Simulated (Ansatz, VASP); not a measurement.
## BN: VASP beside Ansatz

```
CELL_PARAMETERS angstrom
2.54000 0.00000 0.00000
-1.27000 2.19970 0.00000
0.00000 0.00000 6.40006
ATOMIC_POSITIONS crystal
B 0.33333 0.66667 0.25000
B 0.66667 0.33333 0.75000
N 0.33333 0.66667 0.75000
N 0.66667 0.33333 0.25000
```

Change from the starting cell: z stretched by -3 %, ions relaxed.

Alike in both runs: task relaxation of the atoms; functional PBE; k mesh 13 × 13 × 5; occupations fermi-dirac, width 0.02 eV; no spin polarisation.

|  | VASP | Ansatz |
| --- | --- | --- |
| version | VASP 6.6.1 | Ansatz 0.2.0 |
| potentials or method | VASP PAW PBE potentials, release 64 (B, N) | plane-wave PAW, scalar-relativistic |
| plane-wave cutoff (eV) | 520 | 420 |
| valence electrons in the cell | 16 | 16 |

|  | VASP | Ansatz | Ansatz less VASP |
| --- | --- | --- | --- |
| gap on the k mesh at the Fermi level, each at its own relaxed structure (eV) | 4.17 | 4.18 | +0.006 |

Ansatz warned: «stress_scf_threshold_loose».

Caveats: the relaxation stopped at its first step, so nothing moved; an odd mesh through Γ misses points on the zone boundary, where band edges often lie.
